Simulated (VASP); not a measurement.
# CdTe (F-43m) in VASP: further runs

The runs below take CdTe through single point, relaxation of cell and atoms, with PBEsol.

Everything below comes from runs of VASP 6.6.1. Logs are shortened: lines on timing, memory, paths and dates and some standing lists are left out, and cuts for length are marked.

**Experimental background.**

From a printed reference work, data compilation, for a bulk crystal of CdTe at 0 K: band gap 1.607 eV.

The runs below are set against these values where they give the same quantity.

### 1 The cell of the first run

The structure is cubic, space group F-43m (No. 216). The conventional cell has a = 6.490 Å, b = 6.490 Å, c = 6.490 Å, α = 90.00°, β = 90.00°, γ = 90.00°. Te (site symmetry -43m) has 4 Cd at 2.81 Å within 3.7 Å. Cd (site symmetry -43m) has 4 Te at 2.81 Å within 3.7 Å.

### 2 Single point, PBEsol

INCAR

```
ALGO = Normal ; EDIFF = 1E-6
ENCUT = 520 ; GGA = PS
ISIF = 2 ; ISMEAR = -1
LASPH = True ; LCHARG = False
LREAL = False ; LWAVE = False
NBANDS = 16 ; NELM = 60
PREC = Accurate ; SIGMA = 0.05
```

KPOINTS

```
k-points
0
Gamma
  7 7 7
```

POSCAR

```
CdTe
1.0
    0.0000000000      3.2449576022      3.2449576022
    3.2449576022      0.0000000000      3.2449576022
    3.2449576022      3.2449576022      0.0000000000
Te Cd
1 1
Direct
    0.7500000000      0.7500000000      0.7500000000
    0.0000000000      0.0000000000      0.0000000000
```

Potentials or basis: VASP PAW PBE potentials, release 64 (Te, Cd).

The run is started by

```sh
$ cat potpaw_PBE.64/Te/POTCAR potpaw_PBE.64/Cd/POTCAR > POTCAR
$ mpirun -np 1 vasp_std > vasp.out
```

OUTCAR:

```text
EDIFF = 1E-6
   ENCUT = 520
   GGA = PS
   ISIF = 2
   ISMEAR = -1
   LASPH = True
   LREAL = False
   NELM = 60
   PREC = Accurate

 ion  position               nearest neighbor table
   1  0.750  0.750  0.750-   2 2.81   2 2.81   2 2.81   2 2.81
   2  0.000  0.000  0.000-   1 2.81   1 2.81   1 2.81   1 2.81

  LATTYP: Found a face centered cubic cell.
 ALAT       =     6.4899152044

  Lattice vectors:

 A1 = (   0.0000000000,   3.2449576022,   3.2449576022)
 A2 = (   3.2449576022,   0.0000000000,   3.2449576022)
 A3 = (   3.2449576022,   3.2449576022,   0.0000000000)

Analysis of symmetry for initial positions (statically):
=====================================================================
 Subroutine PRICEL returns:
 Original cell was already a primitive cell.

 Routine SETGRP: Setting up the symmetry group for a
 face centered cubic supercell.

 Subroutine GETGRP returns: Found 24 space group operations
 (whereof 24 operations were pure point group operations)
 out of a pool of 48 trial point group operations.

The static configuration has the point symmetry T_d .

Analysis of symmetry for dynamics (positions and initial velocities):
=====================================================================
 Subroutine PRICEL returns:
 Original cell was already a primitive cell.

 Routine SETGRP: Setting up the symmetry group for a
 face centered cubic supercell.

 Subroutine GETGRP returns: Found 24 space group operations
 (whereof 24 operations were pure point group operations)
 out of a pool of 48 trial point group operations.

The dynamic configuration has the point symmetry T_d .

 Subroutine INISYM returns: Found 24 space group operations
 (whereof 24 operations are pure point group operations),
 and found     1 'primitive' translations

----------------------------------------------------------------------------------------

                                     Primitive cell

  volume of cell :      68.3372

  direct lattice vectors                    reciprocal lattice vectors
     0.000000000  3.244957602  3.244957602    -0.154085218  0.154085218  0.154085218
     3.244957602  0.000000000  3.244957602     0.154085218 -0.154085218  0.154085218
     3.244957602  3.244957602  0.000000000     0.154085218  0.154085218 -0.154085218

  length of vectors
     4.589063050  4.589063050  4.589063050     0.266883427  0.266883427  0.266883427

  position of ions in fractional coordinates (direct lattice)
     0.750000000  0.750000000  0.750000000
     0.000000000  0.000000000  0.000000000

  ion indices of the primitive-cell ions
   primitive index   ion index
                 1           1
                 2           2

----------------------------------------------------------------------------------------

 KPOINTS: k-points

Automatic generation of k-mesh.
 Grid dimensions read from file:
 generate k-points for:    7    7    7

 Generating k-lattice:

  Cartesian coordinates                     Fractional coordinates (reciprocal lattice)
    -0.022012174  0.022012174  0.022012174     0.142857143  0.000000000  0.000000000
     0.022012174 -0.022012174  0.022012174     0.000000000  0.142857143  0.000000000
     0.022012174  0.022012174 -0.022012174     0.000000000  0.000000000  0.142857143

  Length of vectors
     0.038126204  0.038126204  0.038126204

  Shift w.r.t. Gamma in fractional coordinates (k-lattice)
     0.000000000  0.000000000  0.000000000

 Subroutine IBZKPT returns following result:
 ===========================================

 Found     20 irreducible k-points:

 Following reciprocal coordinates:
            Coordinates               Weight
  0.000000  0.000000  0.000000      1.000000
  0.142857  0.000000  0.000000      8.000000
  0.285714  0.000000  0.000000      8.000000
  0.428571  0.000000  0.000000      8.000000
  0.142857  0.142857  0.000000      6.000000
  0.285714  0.142857  0.000000     24.000000
[... 12 lines left out ...]
 -0.428571  0.428571  0.142857     24.000000
 -0.285714  0.428571  0.142857     24.000000
   k-points           NKPTS =     20   k-points in BZ     NKDIM =     20   number of bands    NBANDS=     16
   number of dos      NEDOS =    301   number of ions     NIONS =      2
   total plane-waves  NPLWV =  46656
   dimension x,y,z NGX =    36 NGY =   36 NGZ =   36
   dimension x,y,z NGXF=    72 NGYF=   72 NGZF=   72
   ions per type =               1   1
   NGX,Y,Z   is equivalent  to a cutoff of  13.04, 13.04, 13.04 a.u.
   NGXF,Y,Z  is equivalent  to a cutoff of  26.08, 26.08, 26.08 a.u.
 SYSTEM =  unknown system
   PREC   = accura    normal or accurate (medium, high low for compatibility)
   ISTART =      0    job   : 0-new  1-cont  2-samecut
   ICHARG =      2    charge: 1-file 2-atom 10-const
   ISPIN  =      1    spin polarized calculation?
   LNONCOLLINEAR =      F non collinear calculations
   LSORBIT =      F    spin-orbit coupling
   LASPH  =      T    aspherical Exc in radial PAW
   ENCUT  =  520.0 eV  38.22 Ry    6.18 a.u.   8.53  8.53  8.53*2*pi/ulx,y,z
   NELM   =     60;   NELMIN=  2; NELMDL= -5     # of ELM steps
   EDIFF  = 0.1E-05   stopping-criterion for ELM
   LREAL  =      F    real-space projection
   EDIFFG = 0.1E-04   stopping-criterion for IOM
   NSW    =      0    number of steps for IOM
   IBRION =     -1    ionic relax: 0-MD 1-quasi-New 2-CG
   NFREE  =      0    steps in history (QN), initial steepest desc. (CG)
   ISIF   =      2    stress and relaxation
   ISYM   =      2    0-nonsym 1-usesym 2-fastsym
   POTIM  = 0.5000    time-step for ionic-motion
   TEBEG  =    0.0;   TEEND  =   0.0 temperature during run
   PSTRESS=    0.0 pullay stress
   NELECT =      18.0000    total number of electrons
   NUPDOWN=      -1.0000    fix difference up-down
   EMIN   =  10.00;   EMAX   =-10.00  energy-range for DOS
   EFERMI =   0.00;   METHOD = LEGACY
   ISMEAR =    -1;   SIGMA  =   0.05  broadening in eV -4-tet -1-fermi 0-gaus
   EFERMI_NEDOS =   21; number of points for ismear=-14 and -15
   IALGO  =     38    algorithm
   IMIX   =      4    mixing-type and parameters
     AMIX     =   0.40;   BMIX     =  1.00
     AMIX_MAG =   1.60;   BMIX_MAG =  1.00
  volume/ion in A,a.u.               =      34.17       230.58
  Fermi-wavevector in a.u.,A,eV,Ry     =   1.049413  1.983104 14.983670  1.101269
  Thomas-Fermi vector in A             =   2.184375
   LORBIT       =      0    0 simple, 1 ext, 2 COOP (PROOUT), +10 PAW based schemes
   GGA     = PS    functional components
   LHFCALC =     F    Hartree Fock is set to
   AEXX    =    0.0000 exact exchange contribution
   IVDW    =     0    specifies the selected vdW correction
   LEPSILON=     F    determine dielectric tensor
   LRPA    =     F    only Hartree local field effects (RPA)
 non-spin polarized calculation
  energy-cutoff  :      520.00
  volume of cell :       68.34
 maximum number of plane-waves:      1865
 NGX is ok and might be reduce to    36
   NGX = 17   NGY = 17   NGZ = 17

 number of electron      17.9999997 magnetization

 Free energy of the ion-electron system (eV)
  ---------------------------------------------------
  ext. energy  EPLUGINS =         0.00000000
  ---------------------------------------------------
  free energy    TOTEN  =        -5.48790367 eV

  energy without entropy =       -5.48789075  energy(sigma->0) =       -5.48789721

 E-fermi :   2.5311     XC(G=0):  -8.7626

 val. band max:        2.1746021164   @ k =   0.0000   0.0000   0.0000
 cond. band min:       2.8241209078   @ k =   0.0000   0.0000   0.0000
 fundamental gap:      0.6495187915
 Fermi energy:         2.5311430396

 k-point     1 :       0.0000    0.0000    0.0000
  band No.  band energies     occupation
      1      -9.0140      2.00000
      2      -6.0676      2.00000
      3      -6.0676      2.00000
      4      -6.0676      2.00000
      5      -5.8057      2.00000
      6      -5.8057      2.00000
[... 8 lines left out ...]
     15      11.5117      0.00000
     16      11.5117      0.00000

 k-point     2 :       0.1429    0.0000    0.0000
  band No.  band energies     occupation
      1      -8.9382      2.00000
      2      -6.0534      2.00000
      3      -6.0534      2.00000
      4      -6.0088      2.00000
      5      -5.8067      2.00000
      6      -5.8067      2.00000
[... 8 lines left out ...]
     15      10.6819      0.00000
     16      10.6819      0.00000

 k-point     3 :       0.2857    0.0000    0.0000
  band No.  band energies     occupation
      1      -8.7669      2.00000
      2      -6.0247      2.00000
      3      -6.0247      2.00000
      4      -5.8084      2.00000
      5      -5.8050      2.00000
      6      -5.8050      2.00000
[... 8 lines left out ...]
     15      10.6939      0.00000
     16      10.6939      0.00000

 k-point     4 :       0.4286    0.0000    0.0000
  band No.  band energies     occupation
      1      -8.6310      2.00000
      2      -6.0064      2.00000
      3      -6.0064      2.00000
      4      -5.7982      2.00000
      5      -5.7982      2.00000
      6      -5.5224      2.00000
[... 8 lines left out ...]
     15      11.9106      0.00000
     16      11.9106      0.00000
[... 248 lines left out ...]
 k-point    18 :      -0.4286    0.2857    0.1429
  band No.  band energies     occupation
      1      -8.5510      2.00000
      2      -5.9738      2.00000
      3      -5.9616      2.00000
      4      -5.8312      2.00000
      5      -5.7986      2.00000
      6      -5.3921      2.00000
[... 8 lines left out ...]
     15      12.0578      0.00000
     16      12.9523      0.00000

 k-point    19 :      -0.4286    0.4286    0.1429
  band No.  band energies     occupation
      1      -8.5092      2.00000
      2      -5.9392      2.00000
      3      -5.9378      2.00000
      4      -5.8621      2.00000
      5      -5.7881      2.00000
      6      -5.3339      2.00000
[... 8 lines left out ...]
     15      12.8157      0.00000
     16      13.6379      0.00000

 k-point    20 :      -0.2857    0.4286    0.1429
  band No.  band energies     occupation
      1      -8.4994      2.00000
      2      -5.9532      2.00000
      3      -5.9384      2.00000
      4      -5.8377      2.00000
      5      -5.8023      2.00000
      6      -5.2684      2.00000
[... 8 lines left out ...]
     15      12.2593      0.00000
     16      14.0610      0.00000

------------------------ aborting loop because EDIFF is reached ----------------------------------------

  FORCE on cell =-STRESS in cart. coord.  units (eV):
  Direction    XX          YY          ZZ          XY          YZ          ZX
  --------------------------------------------------------------------------------------
  -------------------------------------------------------------------------------------
  Total        0.0657382      0.0657382      0.0657382     -0.0000000      0.0000000      0.0000000
  in kB        1.5412441      1.5412441      1.5412441     -0.0000000      0.0000000      0.0000000
  external PRESSURE =       1.5412441 kB  Pullay stress =       0.0000000 kB

 VOLUME and BASIS-vectors are now :
 -----------------------------------------------------------------------------
  energy-cutoff  :      520.00
  volume of cell :       68.34
      direct lattice vectors                 reciprocal lattice vectors
     0.000000000  3.244957602  3.244957602    -0.154085218  0.154085218  0.154085218
     3.244957602  0.000000000  3.244957602     0.154085218 -0.154085218  0.154085218
     3.244957602  3.244957602  0.000000000     0.154085218  0.154085218 -0.154085218

 POSITION                                       TOTAL-FORCE (eV/Angst)
 -----------------------------------------------------------------------------------
      4.86744      4.86744      4.86744        -0.000000      0.000000      0.000000
      0.00000      0.00000      0.00000         0.000000     -0.000000     -0.000000
 -----------------------------------------------------------------------------------
    total drift:                                0.000000      0.000000      0.000000

  FREE ENERGIE OF THE ION-ELECTRON SYSTEM (eV)
  ---------------------------------------------------
  free  energy   TOTEN  =        -5.4879036676 eV

  energy  without entropy=       -5.4878907479  energy(sigma->0) =       -5.48789721
```

Wall time 58 s (1 thread of AMD EPYC 7R13, shared host); peak memory 0.18 GiB.

What came out:

| Quantity | Value |
| --- | --- |
| Free energy | -5.4879 eV |
| Pressure | 0.2 GPa |
| Band gap on the k mesh | 0.65 eV, direct |

Levels at points of the mesh, in eV from the valence-band top:
| k point | band 7 | band 8 | band 9 | band 10 | band 11 | band 12 |
| --- | --- | --- | --- | --- | --- | --- |
| (0.00, 0.00, 0.00) | 0.00 | 0.00 | 0.00 | 0.65 | 4.55 | 4.55 |

Caveat: the PAW data sets were made with another functional, which shifts forces and pressure a little; spin-orbit coupling is left out, which moves the levels of the heavy elements.

### 3 Relaxation of cell and atoms, PBEsol

This run uses another cell than the first one, of 32.92 Å³/atom, 0.964 times its volume.

INCAR

```
SYSTEM = CdTe
  ALGO = Normal
  EDIFF = 1E-6
  EDIFFG = -0.02
  ENCUT = 600
  GGA = PS
  IBRION = 2
  ISIF = 3
  ISMEAR = -1
  LASPH = .True.
  LCHARG = .False.
  LREAL = .False.
  LWAVE = .False.
  NELM = 80
  NSW = 80
  PREC = Accurate
  SIGMA = 0.05
```

KPOINTS

```
k-points
0
Gamma
  7 7 7
  0 0 0
```

POSCAR

```
CdTe
1.0
    0.0000000000      3.2050000000      3.2050000000
    3.2050000000      0.0000000000      3.2050000000
    3.2050000000      3.2050000000      0.0000000000
Te Cd
1 1
Direct
    0.7500000000      0.7500000000      0.7500000000
    0.0000000000      0.0000000000      0.0000000000
```

Potentials or basis: VASP PAW PBE potentials, release 64 (Te, Cd).

The run is started by

```sh
$ cat potpaw_PBE.64/Te/POTCAR potpaw_PBE.64/Cd/POTCAR > POTCAR
$ mpirun -np 1 vasp_std > vasp.out
```

Run time: 1.9 min. Hardware: 1 thread of AMD EPYC 7R13, shared host; peak memory 0.2 GiB.

It converged, with:

```
Free energy                            : -5.4873 eV
Relaxed volume                         : 34.26 Å³/atom
Relaxed cell                           : a = 4.593 Å, b = 4.593 Å, c = 4.593 Å, α = 60.00°, β = 60.00°, γ = 60.00°
Space group after relaxing (to 0.05 Å) : F-43m (No. 216)
Energy gained by relaxing              : 7.3 meV/atom
Ionic steps                            : 3
Pressure after relaxing                : 0.0 GPa
Band gap on the k mesh                 : 0.64 eV, direct
```

The path:
```tsv
step	energy change (eV)	largest force (eV/Å)	pressure (GPa)	volume (Å³)
1	0.0000	0.0000	1.82	65.84
2	-0.0130	0.0000	-0.54	69.47
3	-0.0146	0.0000	0.00	68.52
```

Final structure:
```
Te Cd
1.0
     0.00000    3.24789    3.24789
     3.24789    0.00000    3.24789
     3.24789    3.24789    0.00000
Te Cd
1 1
Direct
  0.75000 0.75000 0.75000
  0.00000 0.00000 0.00000
```

Levels at points of the mesh, in eV from the valence-band top:
```tsv
k point	band 5	band 6	band 7	band 8	band 9	band 10	band 11	band 12	band 13
(0.00, 0.00, 0.00)	-7.97	-7.97	0.00	0.00	0.00	0.64	4.55	4.55	4.55
```

Caveat: the PAW data sets were made with another functional, which shifts forces and pressure a little; spin-orbit coupling is left out, which moves the levels of the heavy elements.

### 4 Relaxation of cell and atoms, PBEsol, target pressure 5 GPa, at which the enthalpy is minimised

This run uses another cell than the first one, of 32.92 Å³/atom, 0.964 times its volume.

INCAR

```
SYSTEM = CdTe
ALGO = Normal
EDIFF = 1E-6
EDIFFG = -0.02
ENCUT = 600
GGA = PS
IBRION = 2
ISIF = 3
ISMEAR = -1
LASPH = .TRUE.
LCHARG = .FALSE.
LREAL = .FALSE.
LWAVE = .FALSE.
NELM = 100
NSW = 80
PREC = Accurate
PSTRESS = 50.0
SIGMA = 0.05
```

KPOINTS

```
k-points
0
G
  7 7 7
  0 0 0
```

POSCAR is that of step 3.

The run is started by

```sh
$ cat potpaw_PBE.64/Te/POTCAR potpaw_PBE.64/Cd/POTCAR > POTCAR
$ mpirun -np 1 vasp_std > vasp.out
```

Run time: 2 min. Hardware: 1 thread of AMD EPYC 7R13, shared host; peak memory 0.19 GiB.

It converged, with:

```yaml
Free_energy: -5.3985 eV
Relaxed_volume: 31.13 Å³/atom
Relaxed_cell: a = 4.449 Å, b = 4.449 Å, c = 4.449 Å, α = 60.00°, β = 60.00°, γ = 60.00°
Space_group_after_relaxing_to_0.05_Å: F-43m (No. 216)
Energy_change_on_relaxing_the_enthalpy_is_what_falls: +37.1 meV/atom
Ionic_steps: 3
Pressure_after_relaxing: 5.0 GPa
Band_gap_on_the_k_mesh: 0.93 eV, direct
```

Step by step:
| step | energy change (eV) | largest force (eV/Å) | pressure (GPa) | volume (Å³) |
| --- | --- | --- | --- | --- |
| 1 | 0.0000 | 0.0000 | 1.82 | 65.84 |
| 2 | 0.1715 | 0.0000 | 7.82 | 59.81 |
| 3 | 0.0742 | 0.0000 | 4.98 | 62.27 |

Final structure:
```cif
data_structure
_symmetry_space_group_name_H-M 'P 1'
_symmetry_Int_Tables_number 1
_cell_length_a 4.4489
_cell_length_b 4.4489
_cell_length_c 4.4489
_cell_angle_alpha 60.000
_cell_angle_beta 60.000
_cell_angle_gamma 60.000
_cell_volume 62.27
loop_
_atom_site_label
_atom_site_type_symbol
_atom_site_fract_x
_atom_site_fract_y
_atom_site_fract_z
_atom_site_occupancy
Te1 Te 0.75000 0.75000 0.75000 1
Cd1 Cd 0.00000 0.00000 0.00000 1
```

Levels at points of the mesh, in eV from the valence-band top:
```csv
k point,band 7,band 8,band 9,band 10,band 11,band 12
"(0.00, 0.00, 0.00)",0.00,0.00,0.00,0.93,4.47,4.47
```

Caveat: the cell is relaxed towards a set pressure, so the enthalpy falls and the energy may rise; the PAW data sets were made with another functional, which shifts forces and pressure a little; spin-orbit coupling is left out, which moves the levels of the heavy elements.

(Continued in part 2 of 2.)
